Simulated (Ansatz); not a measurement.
**1T-CoBrI monolayer in a perpendicular field**

Aim: how the 1T-CoBrI monolayer screens a field along its normal, and what the field does to its bands. A positive field points along +c.

Calculated with Ansatz 0.2.0; plane-wave DFT, PBEsol-D3(BJ), Ansatz PAW.

This is a report of a sequence of runs, with most program output left out.

## Step 1: The structure

The cell holds 3 atoms: 1 I, 1 Co and 1 Br. Cell: a = 3.680 Å, b = 3.680 Å, c = 36.363 Å, α = 90.0°, β = 90.0°, γ = 120.0°. Vacuum lies along c.

As a file:

```cif
data_structure
_symmetry_space_group_name_H-M 'P 1'
_symmetry_Int_Tables_number 1
_cell_length_a 3.6802
_cell_length_b 3.6802
_cell_length_c 36.3626
_cell_angle_alpha 90.000
_cell_angle_beta 90.000
_cell_angle_gamma 120.000
_cell_volume 426.51
loop_
_atom_site_label
_atom_site_type_symbol
_atom_site_fract_x
_atom_site_fract_y
_atom_site_fract_z
_atom_site_occupancy
I1 I 0.66667 0.33333 0.46339 1
Co2 Co 0.00000 0.00000 0.50493 1
Br3 Br 0.33333 0.66667 0.53661 1
```

## Step 2: Relaxing the slab

The starting cell is a guess, so the in-plane lattice and the atoms are relaxed first, with the slab cut off from its images along the normal.

input.yaml reads:

```yaml
crystal:
  lattice:
    - [3.680201, 0.0, 0.0]
    - [-1.8401005, 3.187147557, 0.0]
    - [0.0, 0.0, 36.3626390714]
  atoms:
    - { symbol: I, position: [0.6666666667, 0.3333333333, 0.4633877087] }
    - { symbol: Co, position: [0.0, 0.0, 0.5049295303], spin: 3.0 }
    - { symbol: Br, position: [0.3333333333, 0.6666666667, 0.5366122913] }
  periodic: [true, true, false]
magnetization:
  spin_polarized: true
kpoints:
  mp_grid: { grid: [12, 12, 1] }
hamiltonian:
  xc: pbesol
  dispersion: d3bj
scf:
  occupations: { method: fermi_dirac, width: 0.05 }
  convergence: { dr2_threshold: 1.0e-09 }
relax:
  f_tol: 0.004
  max_steps: 90
  cell: {}
output:
  write_potential: true
  write_density: true
  volumetric_format: npy
```

Launch:

```console
> ansatz run input.yaml --threads 4 --pin off --max-ram 6144MiB --backend cpu --events-out ev --progress --plain --runs-dir out
```

Wall time 91 s (4 threads of Arm Neoverse V1, shared host); peak memory 0.96 GiB.

Relaxation path:

```
step  energy less that of the first step (eV)  largest force component (eV/Å)  volume (Å³)
   1                                   0.0000                          0.7745       426.51
   2                                  -0.0488                          0.3520       415.21
   3                                  -0.0298                          0.6365       408.29
   4                                  -0.0627                          0.0015       417.15
  5*                                  -0.0622                          0.0015       417.15
```

Relaxation steps marked * repeat the geometry before them on a plane-wave basis chosen anew for their cell, so energy and pressure can jump there. Relaxation step 3 was tried and not accepted.

Forces are held to the 6 operations that the run works with; a distortion that breaks them can't arise in this run.

```
cell as run  before  after  change
      a (Å)   3.680  3.640  -1.1 %
      b (Å)   3.680  3.640  -1.1 %
```

The atoms that moved most (Å, along periodic axes as changes of fractional coordinates times the final cell, across vacuum about the mean position):

```
atom     dx     dy      dz  length
 Br3  0.000  0.000   0.087   0.087
 Co2  0.000  0.000  -0.077   0.077
  I1  0.000  0.000  -0.011   0.011
```

Final coordinates:

```cif
data_structure
_symmetry_space_group_name_H-M 'P 1'
_symmetry_Int_Tables_number 1
_cell_length_a 3.6396
_cell_length_b 3.6396
_cell_length_c 36.3626
_cell_angle_alpha 90.000
_cell_angle_beta 90.000
_cell_angle_gamma 120.000
_cell_volume 417.15
loop_
_atom_site_label
_atom_site_type_symbol
_atom_site_fract_x
_atom_site_fract_y
_atom_site_fract_z
_atom_site_occupancy
I1 I 0.66667 0.33333 0.46310 1
Co2 Co 0.00000 0.00000 0.50281 1
Br3 Br 0.33333 0.66667 0.53902 1
```

This step gave:

| Quantity | Value |
| --- | --- |
| energy at zero smearing | -15262.6114 eV |
| total moment | 1.000 μB |
| site moments | 0.01084, 0.8756, 0.03965 μB |

Site moment by atom:

```
atom  site moment (μB)
  I1             0.011
 Co2             0.876
 Br3             0.040
```

The lattice constant a goes from 3.680 to 3.640 Å.

## Step 3: Single point, field 0

A sawtooth potential applies the field, turning back in the middle of the vacuum. With the dipole correction the typed value is the field outside the slab. The induced dipole is small, so the SCF threshold is tight.

The cell differs from the one that the last finished run ended in (c 36.363 → 20.761 Å).

input.yaml reads:

```yaml
crystal:
  lattice:
    - [3.6395914379, 0.0, 0.0]
    - [-1.8197957189, 3.1519786446, 0.0]
    - [0.0, 0.0, 20.7606556567]
  atoms:
    - { symbol: I, position: [0.6666666667, 0.3333333333, 0.4335123201], spin: 0.01 }
    - { symbol: Co, position: [0.0, 0.0, 0.503073263], spin: 0.88 }
    - { symbol: Br, position: [0.3333333333, 0.6666666667, 0.5664876799], spin: 0.04 }
magnetization:
  spin_polarized: true
kpoints:
  mp_grid: { grid: [18, 18, 1] }
  band_path:
    path: [[0, 0, 0], [0.5, 0, 0], [0.33333333, 0.33333333, 0], [0, 0, 0]]
    npoints: 16
hamiltonian:
  xc: pbesol
  dispersion: d3bj
scf:
  occupations: { method: fermi_dirac, width: 0.02585 }
  convergence: { dr2_threshold: 1.0e-10 }
efield:
  axis: 3
  dipole_correction: true
  ramp_position: 0.97
  ramp_width: 0.06
  amplitude: 0
output:
  dos: { projected: true, e_range: [-6, 5] }
  bader: true
  write_potential: true
  write_density: true
  volumetric_format: npy
  elf: true
```

Run time: 36 s. Hardware: 4 threads; peak memory 0.87 GiB.

Numbers from this step:

```yaml
energy_at_zero_smearing: -15262.6122 eV
site_moments: 0.01183, 0.8734, 0.03897 μB
work_function_upper_face: 5.003 eV
work_function_lower_face: 4.281 eV
dipole_along_the_normal: -0.04580 e·Å
step_between_the_vacuum_levels: 0.7225 eV
```

Running mean over a fixed 2.7 Å (it still follows the layers) of the planar mean; the ramp of the sawtooth is left out. The electron's electrostatic potential energy less the Fermi level by z:

```
z (Å)  electron's electrostatic potential energy less the Fermi level (eV)
 2.88                                                                 4.28
 3.32                                                                 4.28
 3.75                                                                 4.28
 4.04                                                                 4.28
 4.47                                                                 4.28
 4.90                                                                 4.28
 5.33                                                                 4.27
 5.77                                                                 4.24
 6.06                                                                 4.19
 6.49                                                                 3.98
 6.92                                                                 3.24
 7.35                                                                 1.93
 7.79                                                                0.631
 8.22                                                               -0.834
 8.51                                                                -1.94
 8.94                                                                -3.75
 9.37                                                                -5.43
 9.80                                                                -6.18
10.24                                                                -6.95
10.52                                                                -7.68
10.96                                                                -8.06
11.39                                                                -6.94
11.82                                                                -5.01
12.25                                                                -3.01
12.54                                                                -1.81
12.98                                                                0.404
13.41                                                                 2.85
13.84                                                                 4.41
14.27                                                                 4.85
14.71                                                                 4.96
14.99                                                                 4.99
15.43                                                                 5.00
15.86                                                                 5.00
16.29                                                                 5.00
16.72                                                                 5.00
17.01                                                                 5.00
17.44                                                                 5.00
17.88                                                                 5.00
```

The density of states has structure finer than the step of the table below, so its rows give means over 0.25 eV, whole bins alone (the curve runs from -6 to 1.99 eV). Peaks (eV: height): total -5.640: 10.3, -4.150: 9.93, -1.040: 13.6, -0.980: 11.0, -0.900: 10.9, -0.570: 15.0, -0.490: 12.8; up -5.640: 7.61, -4.150: 8.47, -1.510: 4.46, -1.200: 5.62, -1.040: 11.2, -0.980: 7.11, -0.900: 8.17; down -5.560: 6.79, -3.710: 7.75, -0.950: 5.65, -0.870: 7.37, -0.570: 15.0, -0.490: 11.2, 1.060: 5.82.

Table of density of states by energy, zero at the Fermi level; means over each step; values in states/eV a cell:

```
energy (eV)   total      up    down
      -5.75    4.16    2.64    1.52
      -5.50    4.06    1.53    2.52
      -5.25    1.26   0.596   0.663
      -5.00    1.05   0.540   0.514
      -4.75    1.10   0.579   0.522
      -4.50    2.28    1.52   0.764
      -4.25    5.51    3.93    1.58
      -4.00    3.84    1.99    1.85
      -3.75    4.42    1.31    3.11
      -3.50    3.19    1.81    1.38
      -3.25    3.17    1.33    1.84
      -3.00    2.32   0.968    1.35
      -2.75    1.91   0.851    1.06
      -2.50    2.20    1.07    1.13
      -2.25    1.57   0.647   0.925
      -2.00   0.353   0.136   0.217
      -1.75   0.654   0.501   0.154
      -1.50    3.00    2.98  0.0197
      -1.25    3.01    2.93  0.0824
      -1.00    9.36    5.97    3.39
      -0.75    2.15  0.0817    2.07
      -0.50    7.52   0.911    6.61
      -0.25    1.92    1.92       0
       0.00    2.74    2.74       0
       0.25    1.87    1.87       0
       0.50    1.60   0.399    1.20
       0.75    2.06  0.0318    2.03
       1.00    3.41       0    3.41
       1.25    1.41       0    1.41
       1.50  0.0330       0  0.0330
       1.75       0       0       0
```

Projected DOS per atom over height of the atomic layer and energy from the Fermi level. Layers: I Co Br from below.

Values in states/eV, 22 rows by 3 columns, each cell a mean:
```
0.00 0.00 0.00
0.04 0.08 0.02
0.58 1.91 0.41
0.35 1.44 0.26
0.42 0.77 0.23
0.65 1.33 0.46
0.48 3.23 0.44
0.15 3.89 0.17
0.26 6.08 0.40
0.08 2.41 0.11
0.10 0.33 0.08
0.45 0.16 0.38
0.97 0.28 0.86
0.99 0.43 0.69
1.60 0.66 0.80
1.40 0.97 1.75
1.08 1.27 2.14
1.13 0.85 1.80
0.39 0.21 0.54
0.42 0.17 0.48
1.46 0.39 1.68
1.26 0.35 1.38
```
Columns: height of the atomic layer (Å) from 9 to 11.8; rows upwards: energy from the Fermi level (eV) from -5.96 to 1.96.

Projected DOS per atom, spin up over height of the atomic layer and energy from the Fermi level. Layers: I Co Br from below.

Ten even steps from '0' (0.00 states/eV) to '9' (4.35 states/eV), each cell a mean:
```
000
000
000
000
010
131
020
000
090
050
000
000
100
000
100
101
122
112
000
000
101
102
```
Columns: height of the atomic layer (Å) from 9 to 11.8; rows upwards: energy from the Fermi level (eV) from -5.96 to 1.96.

Projected DOS per atom, spin down over height of the atomic layer and energy from the Fermi level. Layers: I Co Br from below.

Ten even steps from '0' (0.00 states/eV) to '9' (3.56 states/eV), each cell a mean:
```
000
000
151
030
000
000
060
090
040
000
000
000
101
101
201
113
112
101
000
000
202
101
```
Columns: height of the atomic layer (Å) from 9 to 11.8; rows upwards: energy from the Fermi level (eV) from -5.96 to 1.96.

Deep bands are left out, so band numbers here count from the lowest band kept and differ from the log's. The electronic bands at the labelled points (eV, zero at the Fermi level; # counts the bands kept):

```
  point  up #8  up #9  up #10  up #11  down #8  down #9  down #10  down #11
      Γ  -1.57  -1.19    0.66    0.66    -1.03    -0.72      1.40      1.40
halfway  -1.04  -0.91   -0.40    0.29    -0.56    -0.42      0.60      1.14
      M  -1.26  -1.14    0.16    0.30    -0.65    -0.61      1.14      1.18
halfway  -1.19  -1.07   -0.29    0.10    -0.63    -0.55      0.69      1.10
      K  -1.08  -0.99   -0.54   -0.06    -0.57    -0.47      0.54      0.97
halfway  -1.04  -0.93   -0.32   -0.13    -0.55    -0.45      0.64      0.86
      Γ  -1.57  -1.19    0.66    0.66    -1.03    -0.72      1.40      1.40
```

Spin density in the ca plane at fractional y = 0.000, with atoms of Co within 0.2 Å of it.

Values in units of 1e-1 e/Å³, 6 rows by 16 columns, each cell a mean:
```
0.0 0.0 0.0 0.0 0.0 0.0 0.0 0.0 4.0 3.2 0.0 0.0 0.0 0.0 0.0 0.0
0.0 0.0 0.0 0.0 0.0 0.0 0.0 0.0 0.1 0.1 0.0 0.0 0.0 0.0 0.0 0.0
0.0 0.0 0.0 0.0 0.0 0.0 0.1 0.1 0.0 0.0 0.1 0.0 0.0 0.0 0.0 0.0
0.0 0.0 0.0 0.0 0.0 0.0 0.0 0.1 0.0 0.0 0.0 0.0 0.0 0.0 0.0 0.0
0.0 0.0 0.0 0.0 0.0 0.0 0.0 0.0 0.4 0.4 0.0 0.0 0.0 0.0 0.0 0.0
0.0 0.0 0.0 0.0 0.0 0.0 0.0 0.0 7.2 5.6 0.0 0.0 0.0 0.0 0.0 0.0
```
Columns run along c (16.0 Å, from fractional 0.08 to 0.85 of the cell), rows up along a (3.6 Å). Atoms in or near the plane, at fractional coordinates: Co at (0.50, 0.00).

ELF in the ca plane at fractional y = 0.000, with atoms of Co within 0.2 Å of it. It is the smooth field of the valence electrons, not physical close to the nuclei.

Values, 6 rows by 16 columns, each cell a mean:
```
0.00 0.00 0.00 0.00 0.00 0.01 0.07 0.20 0.43 0.39 0.13 0.03 0.00 0.00 0.00 0.00
0.00 0.00 0.00 0.00 0.00 0.08 0.39 0.54 0.26 0.23 0.47 0.21 0.02 0.00 0.00 0.00
0.00 0.00 0.00 0.00 0.01 0.21 0.66 0.63 0.37 0.41 0.74 0.48 0.06 0.00 0.00 0.00
0.00 0.00 0.00 0.00 0.01 0.17 0.61 0.63 0.35 0.37 0.70 0.42 0.05 0.00 0.00 0.00
0.00 0.00 0.00 0.00 0.00 0.04 0.25 0.42 0.23 0.20 0.32 0.12 0.01 0.00 0.00 0.00
0.00 0.00 0.00 0.00 0.00 0.01 0.04 0.16 0.56 0.51 0.11 0.02 0.00 0.00 0.00 0.00
```
Columns run along c (16.0 Å, from fractional 0.08 to 0.85 of the cell), rows up along a (3.6 Å). Atoms in or near the plane, at fractional coordinates: Co at (0.50, 0.00).

Electrostatic potential energy in the ca plane at fractional y = 0.000, with atoms of Co within 0.2 Å of it. With pseudopotentials it is smooth inside the atoms' cores, unlike the true potential.

Values in eV, 6 rows by 16 columns, each cell a mean:
```
  4   4   4   4   4   4   3   1 -21 -20   2   4   4   4   4   4
  4   4   4   4   4   4   2  -2  -6  -4   1   4   4   4   4   4
  4   4   4   4   4   4   0 -10  -1   0  -2   3   4   4   4   4
  4   4   4   4   4   4   0  -7  -1   0  -1   3   4   4   4   4
  4   4   4   4   4   4   2  -1 -11  -9   2   4   4   4   4   4
  4   4   4   4   4   4   3   1 -23 -21   2   4   4   4   4   4
```
Columns run along c (16.0 Å, from fractional 0.08 to 0.85 of the cell; values clipped at the 3rd and 97th percentile), rows up along a (3.6 Å). Atoms in or near the plane, at fractional coordinates: Co at (0.50, 0.00).

The work function of the upper face is 5.00 eV.

## Step 4: Single point, field 0.1 V/Å

input.yaml: that of step 3 with these lines changed.

```diff
@@ -25,8 +25,6 @@
   dipole_correction: true
-  ramp_position: 0.97
-  ramp_width: 0.06
-  amplitude: 0
+  ramp_position: 0.947
+  ramp_width: 0.0968
+  amplitude: 0.1
 output:
-  dos: { projected: true, e_range: [-6, 5] }
-  bader: true
   write_potential: true
@@ -34,2 +32 @@
   volumetric_format: npy
-  elf: true
```

Run time: 27 s. Hardware: 4 threads; peak memory 0.87 GiB; 1.8 min of CPU time.

The dipole is -0.0142 e·Å, 0.0316 e·Å from its value without field.

## Step 5: Atoms held, field -0.1 V/Å

input.yaml: that of step 4 with these lines changed.

```diff
@@ -27,3 +27,3 @@
   ramp_width: 0.0968
-  amplitude: 0.1
+  amplitude: -0.1
 output:
```

The job ended after 27 s (4 threads; peak memory 0.87 GiB).

The dipole is -0.0774 e·Å, -0.0316 e·Å from its value without field.

## Step 6: Atoms held, field 0.5 V/Å

input.yaml: that of step 5 with these lines changed.

```diff
@@ -25,5 +25,5 @@
   dipole_correction: true
-  ramp_position: 0.947
-  ramp_width: 0.0968
-  amplitude: -0.1
+  ramp_position: 0.8683
+  ramp_width: 0.2542
+  amplitude: 0.5
 output:
```

Wall time 29 s (4 threads); peak memory 0.87 GiB; 1.8 min of CPU time.

The dipole is 0.113 e·Å, 0.159 e·Å from its value without field.

## Step 7: Atoms held, field -0.3 V/Å

input.yaml: that of step 6 with these lines changed.

```diff
@@ -25,6 +25,8 @@
   dipole_correction: true
-  ramp_position: 0.8683
-  ramp_width: 0.2542
-  amplitude: 0.5
+  ramp_position: 0.9436
+  ramp_width: 0.1037
+  amplitude: -0.3
 output:
+  dos: { projected: true, e_range: [-6, 5] }
+  bader: true
   write_potential: true
@@ -32 +34,2 @@
   volumetric_format: npy
+  elf: true
```

The job ended after 34 s (4 threads; peak memory 0.87 GiB; 2.2 min of CPU time).

The dipole is -0.140 e·Å, -0.0947 e·Å from its value without field.

(Continued in part 2 of 2.)

[Logs are printed without paths, hosts, clocks, repeated set-up lines and the standing remarks that a program may print on its own settings, such as how far it seeks lower states.]

[Hosts, paths, dates, database ids (printed as entryN), source tags and the programs' standing remarks are cut or masked in the printed files.]

[Maps of the electrostatic potential energy from Ansatz leave out the sawtooth potential of an applied field or a dipole correction, so their vacuum need not be flat; planar profiles and work functions include it.]

[The density of states shown here was stored with 400 of the rows of the run's finer table, so its peaks can read low, often by over a quarter, or be missed, and its means over a window can be off by a tenth or more.]
